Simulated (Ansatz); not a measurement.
# Point defect: Si on an O site in SiO$_{2}$

The calculation used DFT PBE, scalar-relativistic, plane waves, PAW in Ansatz. (420 eV cutoff, 2×2×2 k-mesh, Gaussian smearing of 0.01 eV, collinear spin in charge -1 alone)

Host crystal, relaxed:

```xyz
12
Lattice="5.0833 0.0000 0.0000 0.0000 5.0833 0.0000 0.0000 0.0000 7.0989" Properties=species:S:1:pos:R:3 pbc="T T T"
Si    3.5891    3.5891    3.5494
Si    4.0358    1.0475    5.3242
Si    1.0475    4.0358    1.7747
Si    1.4942    1.4942    0.0000
O     4.6074    3.8574    2.3121
O     0.4758    1.2258    5.8616
O     3.8574    4.6074    4.7868
O     1.3158    3.0175    0.5374
O     1.2258    0.4758    1.2373
O     2.0658    3.7675    3.0120
O     3.0175    1.3158    6.5615
O     3.7675    2.0658    4.0869
```

Supercell of 24 atoms, rows in host cell vectors: -1 -1 0; -1 1 0; 1 0 -1. Atoms relax at the host's cell from a start displaced at random by 0.05 Å near the defect, so other minima may exist. The cell is small, so energies carry finite-size errors of tenths of an eV. The host's Kohn–Sham gap is 5.51 eV.

Defect: Si on an O site, charge 0.

Command:

```bash
ansatz run input.yaml --threads 4 --pin off --max-ram 10240MiB --backend cpu --events-out ev --progress --plain --runs-dir out
```

The input:

```yaml
crystal:
  lattice:
    - [-5.083271068, -5.083271068, 0.0]
    - [-5.083271068, 5.083271068, 0.0]
    - [5.083271068, 0.0, -7.0988988238]
  atoms:
    - { symbol: Si, position: [0.5239306392, 0.2469341837, 0.4924430507] }
    - { symbol: Si, position: [0.043937116, 0.75, 0.5] }
    - { symbol: Si, position: [0.625, 0.831062884, 0.25] }
    - { symbol: Si, position: [0.125, 0.331062884, 0.25] }
    - { symbol: Si, position: [0.875, 0.668937116, 0.75] }
    - { symbol: Si, position: [0.3666702299, 0.1798223162, 0.7553315117] }
    - { symbol: Si, position: [0.706062884, 0.0, 0.0] }
    - { symbol: Si, position: [0.206062884, 0.5, 0.0] }
    - { symbol: Si, position: [0.5059255647, 0.269822338, 0.6759830371] }
    - { symbol: O, position: [0.004526336, 0.7633763615, 0.6742958406] }
    - { symbol: O, position: [0.9197695046, 0.1609194791, 0.1742958406] }
    - { symbol: O, position: [0.4197695046, 0.6609194791, 0.1742958406] }
    - { symbol: O, position: [0.3302304954, 0.2366236385, 0.3257041594] }
    - { symbol: O, position: [0.8302304954, 0.7366236385, 0.3257041594] }
    - { symbol: O, position: [0.0359194791, 0.629526336, 0.9242958406] }
    - { symbol: O, position: [0.5359194791, 0.129526336, 0.9242958406] }
    - { symbol: O, position: [0.245473664, 0.3390805209, 0.8257041594] }
    - { symbol: O, position: [0.745473664, 0.8390805209, 0.8257041594] }
    - { symbol: O, position: [0.7140805209, 0.4552304954, 0.5757041594] }
    - { symbol: O, position: [0.2140805209, 0.9552304954, 0.5757041594] }
    - { symbol: O, position: [0.6116236385, 0.870473664, 0.0757041594] }
    - { symbol: O, position: [0.1116236385, 0.370473664, 0.0757041594] }
    - { symbol: O, position: [0.6383763615, 0.0447695046, 0.4242958406] }
    - { symbol: O, position: [0.1383763615, 0.5447695046, 0.4242958406] }
  host:
    lattice:
      - [5.083271068, 0.0, 0.0]
      - [0.0, 5.083271068, 0.0]
      - [0.0, 0.0, 7.0988988238]
    atoms:
      - { symbol: Si, position: [0.706062884, 0.706062884, 0.5] }
      - { symbol: Si, position: [0.793937116, 0.206062884, 0.75] }
      - { symbol: Si, position: [0.206062884, 0.793937116, 0.25] }
      - { symbol: Si, position: [0.293937116, 0.293937116, 0.0] }
      - { symbol: O, position: [0.9063931431, 0.7588500255, 0.3257041594] }
      - { symbol: O, position: [0.0936068569, 0.2411499745, 0.8257041594] }
      - { symbol: O, position: [0.7588500255, 0.9063931431, 0.6742958406] }
      - { symbol: O, position: [0.2588500255, 0.5936068569, 0.0757041594] }
      - { symbol: O, position: [0.2411499745, 0.0936068569, 0.1742958406] }
      - { symbol: O, position: [0.4063931431, 0.7411499745, 0.4242958406] }
      - { symbol: O, position: [0.5936068569, 0.2588500255, 0.9242958406] }
      - { symbol: O, position: [0.7411499745, 0.4063931431, 0.5757041594] }
basis:
  ecutwfc: 420
  xc_grid: 2
kpoints:
  mp_grid: { grid: [2, 2, 2], shift: [0.0, 0.0, 0.0] }
hamiltonian:
  xc: pbe
scf:
  occupations: { method: gaussian, width: 0.01 }
output:
  forces: true
  stress: false
  eigenvalues: true
  charged_corrections:
    defect_position: [0.50452634, 0.26337636, 0.67429584]
    epsilon: [[4.1123, 0.0, 0.0], [0.0, 4.1123, 0.0], [0.0, 0.0, 3.9219]]
  write_density: true
  write_potential: true
  elf: true
  volumetric_format: npy
relax:
  adjacent_minimum: "off"
  f_tol: 0.025
  max_steps: 45
```

From the output:

```
Warning: RAYON_NUM_THREADS=4 ignored (pool sized by the plan → 4); use --threads N
Crystal: 24 atoms, lattice volume = 366.866 Å³
Basis set: ecut = 420 eV, 7143 PW (Γ), exchange–correlation on 100×100×120 points (8 copies of the dense FFT grid, shifted against one another)
Bands: 87, of which v1, the nominal top of the filled ones, is band 63 counted from 1 (62 counted from 0)
Symmetry: 1 space group operations
Space group: P1 (ITA 1), of the structure as read, at distance tolerance 7.2e-5 Å
k-points: 8
relax step   1: F+E_penalty+E_count = -14241.75137546 eV  Δ(F+E_penalty+E_count) = +0.000e0 eV  max|allowed force component| = 2.081e1 eV/Å  Δτ_max = 0.0000 Å
relax step   2: F+E_penalty+E_count = -14250.15043364 eV  Δ(F+E_penalty+E_count) = -8.399e0 eV  max|allowed force component| = 8.300e0 eV/Å  Δτ_max = 0.1915 Å
relax step   3: F+E_penalty+E_count = -14252.88987760 eV  Δ(F+E_penalty+E_count) = -2.739e0 eV  max|allowed force component| = 4.911e0 eV/Å  Δτ_max = 0.1949 Å
relax step   4: F+E_penalty+E_count = -14254.01978822 eV  Δ(F+E_penalty+E_count) = -1.130e0 eV  max|allowed force component| = 2.440e0 eV/Å  Δτ_max = 0.1950 Å
relax step   5: F+E_penalty+E_count = -14254.64776690 eV  Δ(F+E_penalty+E_count) = -6.280e-1 eV  max|allowed force component| = 1.226e0 eV/Å  Δτ_max = 0.1949 Å
relax step   6: F+E_penalty+E_count = -14255.11442784 eV  Δ(F+E_penalty+E_count) = -4.667e-1 eV  max|allowed force component| = 5.874e-1 eV/Å  Δτ_max = 0.2000 Å
relax step   7: F+E_penalty+E_count = -14255.34948461 eV  Δ(F+E_penalty+E_count) = -2.351e-1 eV  max|allowed force component| = 3.626e-1 eV/Å  Δτ_max = 0.2000 Å
relax step   8: F+E_penalty+E_count = -14255.37575997 eV  Δ(F+E_penalty+E_count) = -2.628e-2 eV  max|allowed force component| = 4.654e-1 eV/Å  Δτ_max = 0.2000 Å
relax step   9: F+E_penalty+E_count = -14255.39457585 eV  Δ(F+E_penalty+E_count) = -1.882e-2 eV  max|allowed force component| = 3.205e-1 eV/Å  Δτ_max = 0.0741 Å
relax step  10: F+E_penalty+E_count = -14255.40402900 eV  Δ(F+E_penalty+E_count) = -9.453e-3 eV  max|allowed force component| = 1.340e-1 eV/Å  Δτ_max = 0.0648 Å
relax step  11: F+E_penalty+E_count = -14255.40790619 eV  Δ(F+E_penalty+E_count) = -3.877e-3 eV  max|allowed force component| = 3.249e-2 eV/Å  Δτ_max = 0.0180 Å
relax step  12: F+E_penalty+E_count = -14255.40898619 eV  Δ(F+E_penalty+E_count) = -1.080e-3 eV  max|allowed force component| = 1.932e-2 eV/Å  Δτ_max = 0.0249 Å
relax step  13: F+E_penalty+E_count = -14255.40974613 eV  Δ(F+E_penalty+E_count) = -7.599e-4 eV  max|allowed force component| = 2.346e-2 eV/Å  Δτ_max = 0.0382 Å
relax step  14: F+E_penalty+E_count = -14255.40997444 eV  Δ(F+E_penalty+E_count) = -2.283e-4 eV  max|allowed force component| = 1.266e-2 eV/Å  Δτ_max = 0.0145 Å
SCF converged after 6 iterations
Free energy (F): -14255.409974 eV
E sigma→0 (E₀):  -14255.409974 eV
Fermi energy:    3.917598 eV
```

The relaxation gained 13.66 eV in 14 steps. Time: 45 s on 4 threads of Intel(R) Xeon(R) 6975P-C (Granite Rapids), with other jobs on the host, peak memory 1.1 GiB.